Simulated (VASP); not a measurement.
Runs of VASP 6.6.1 on GaN. It takes space group P6_3mc (No. 186, hexagonal). Conventional cell: a = 3.180 Å, b = 3.180 Å, c = 5.166 Å, α = 90.00°, β = 90.00°, γ = 120.00°. Ga (site symmetry 3m) has 4 N at 1.94 to 1.95 Å as nearest neighbours. N (site symmetry 3m) has 4 Ga at 1.94 to 1.95 Å as nearest neighbours. 

```csv
task,level,potentials or basis,spin,cell,k mesh,cutoff (eV),gap on the mesh (eV),pressure (GPa)
relaxation of cell and atoms,PBEsol,"VASP PAW PBE potentials, release 64 (Ga_d, N)",off,relaxed,12 × 12 × 5,600,1.91,0.0
band structure,PBEsol,"VASP PAW PBE potentials, release 64 (Ga_d, N)",off,"P6_3mc, 11.35 Å³/atom",12 × 12 × 5,520,1.91,0.1
band structure,PBEsol,"VASP PAW PBE potentials, release 64 (Ga_d, N)","SOC, no magnetisation","P6_3mc, 11.35 Å³/atom",9 × 9 × 4,520,-,0.0
band structure,TB-mBJ,"VASP PAW PBE potentials, release 64 (Ga_d, N)",off,"P6_3mc, 11.35 Å³/atom",12 × 12 × 5,520,3.13,-
band structure,LDA,"VASP PAW LDA potentials, release 64 (Ga_d, N)",off,"P6_3mc, 11.35 Å³/atom",12 × 12 × 5,520,1.97,(a)
band structure,r2SCAN,"VASP PAW PBE potentials, release 64 (Ga_d, N)",off,"P6_3mc, 11.35 Å³/atom",12 × 12 × 5,520,(b),1.5
```

Alike in all rows: smearing gaussian 0.03 eV.

Question: Fill in the values left out.

Answer: (a) -4.1; (b) 2.35.

Caveats: the PAW data sets were made with another functional, which shifts forces and pressure a little (some runs).

A k mesh can miss the band edges, and rows without SOC leave out spin-orbit coupling on Ga.
